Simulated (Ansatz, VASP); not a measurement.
Sn in VASP and in Ansatz

```
CELL_PARAMETERS angstrom
-1.89465 1.89465 1.89465
1.89465 -1.89465 1.89465
1.89465 1.89465 -1.89465
ATOMIC_POSITIONS crystal
Sn 0.00000 0.00000 0.00000
```

This isn't the form of Sn at room conditions, which is tetragonal (white tin).

Alike in both runs: task single point; functional PBEsol; k mesh 8 × 8 × 8; occupations fermi-dirac, width 0.15 eV; no spin polarisation.

|  | VASP | Ansatz |
| --- | --- | --- |
| version | VASP 6.6.1 | Ansatz 0.2.0 |
| potentials or method | VASP PAW PBE potentials, release 64 (Sn_d) | plane waves, PAW |
| plane-wave cutoff (eV) | 520 | 435 |
| valence electrons in the cell | 14 | 14 |

|  | VASP | Ansatz | Ansatz less VASP |
| --- | --- | --- | --- |
| pressure (GPa) | -1.8 | -1.8 | +0.06 |

Caveats: the PAW data sets were made with another functional, which shifts forces and pressure a little (VASP).
